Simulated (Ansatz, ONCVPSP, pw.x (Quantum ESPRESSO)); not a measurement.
**pw.x on fcc Hf: one setting changed**

Potential: optimised norm-conserving Vanderbilt (ONCV), ONCVPSP 4.0.1.1 (patched build), PBE; core [Xe] 4f14, reference 5d2 6s2; waves: 6s: rc 3.72 bohr, ncon 4, nbas 7, qcut 2.4 1/bohr, 3 projectors, debl 2.4 Ha; p scattering state at 0.45 Ha: rc 3.84 bohr, ncon 5, nbas 8, qcut 2.3 1/bohr, 3 projectors, debl 3.5 Ha; 5d: rc 2.14 bohr, ncon 4, nbas 7, qcut 5.5 1/bohr, 2 projectors, debl 2.7 Ha; local part: polynomial inside 2.10 bohr (lpopt 5, dvloc0 6 Ha); core correction: none. In the p channel the program set the typed energies aside and used 0.050, 3.550, 7.050 Ha.

The reference run (k-mesh 13³, cutoffs 35/140 Ry, Fermi–Dirac 0.01 Ry, mixing_beta 0.4, conv_thr 1e-9, no spin) gives 0.43 GPa at 22.681 Å³/atom, where all-electron LAPW gives -0.23 GPa. This run, with its own iteration cap, changes diagonalization to rmm-davidson.

```
&control
  calculation='scf', prefix='x', pseudo_dir='./', outdir='./tmp', tstress=.true., disk_io='none'
/
&system
  ibrav=0, nat=1, ntyp=1, ecutwfc=35, ecutrho=140, nbnd=9,
  occupations='smearing', smearing='fd', degauss=0.01
/
&electrons
  conv_thr=1e-09, mixing_beta=0.4, electron_maxstep=60, diagonalization='rmm-davidson'
/
ATOMIC_SPECIES
Hf 1.0 Hf.UPF
CELL_PARAMETERS angstrom
  0.00000000 2.24669474 2.24669474
  2.24669474 0.00000000 2.24669474
  2.24669474 2.24669474 0.00000000
ATOMIC_POSITIONS crystal
Hf 0.0000 0.0000 0.0000
K_POINTS automatic
13 13 13 0 0 0
```

```bash
pw.x < Hf.scf.in > Hf.scf.out
```

Question: How does the run end?

Answer: It converges in 8 iterations; the free energy moves by +0.0 meV/atom and the pressure by +0.00 GPa. The result is that of the reference run.

```
Message from routine setup:
     using ibrav=0 with symmetry is DISCOURAGED, use correct ibrav instead
     lattice parameter (alat)  =       6.0042  a.u.
     unit-cell volume          =     153.0590 (a.u.)^3
     number of electrons       =         4.00
     number of Kohn-Sham states=            9
     kinetic-energy cutoff     =      35.0000  Ry
     charge density cutoff     =     140.0000  Ry
     scf convergence threshold =      1.0E-09
     Exchange-correlation= PBE
     number of k points=    84  Fermi-Dirac smearing, width (Ry)=  0.0100
     iteration #  1     ecut=    35.00 Ry     beta= 0.40
     total energy              =      -6.06222037 Ry
     estimated scf accuracy    <       0.01581038 Ry
     iteration #  2     ecut=    35.00 Ry     beta= 0.40
     total energy              =      -6.06114769 Ry
     estimated scf accuracy    <       0.00442249 Ry
     iteration #  3     ecut=    35.00 Ry     beta= 0.40
     total energy              =      -6.06151217 Ry
     estimated scf accuracy    <       0.00003973 Ry
     [... 2 iterations left out ...]
     iteration #  6     ecut=    35.00 Ry     beta= 0.40
     total energy              =      -6.06156544 Ry
     estimated scf accuracy    <       0.00000047 Ry
     iteration #  7     ecut=    35.00 Ry     beta= 0.40
     total energy              =      -6.06156549 Ry
     estimated scf accuracy    <       0.00000002 Ry
     iteration #  8     ecut=    35.00 Ry     beta= 0.40
     the Fermi energy is     8.6024 ev
!    total energy              =      -6.06156550 Ry
     estimated scf accuracy    <          5.5E-10 Ry
     smearing contrib. (-TS)   =      -0.00656539 Ry
     The total energy is F=E-TS. E is the sum of the following terms:
     one-electron contribution =       4.69424615 Ry
     hartree contribution      =       0.01094262 Ry
     xc contribution           =      -2.12099280 Ry
     ewald contribution        =      -8.63919608 Ry
     convergence has been achieved in   8 iterations
          total   stress  (Ry/bohr**3)                   (kbar)     P=        4.28
     Message from routine punch:
     Nothing written, as per user request (disk_io='none')
```

The run took about 11 s on one core of a shared host (Neoverse-N1, 64 threads, 124 GiB, load 59).
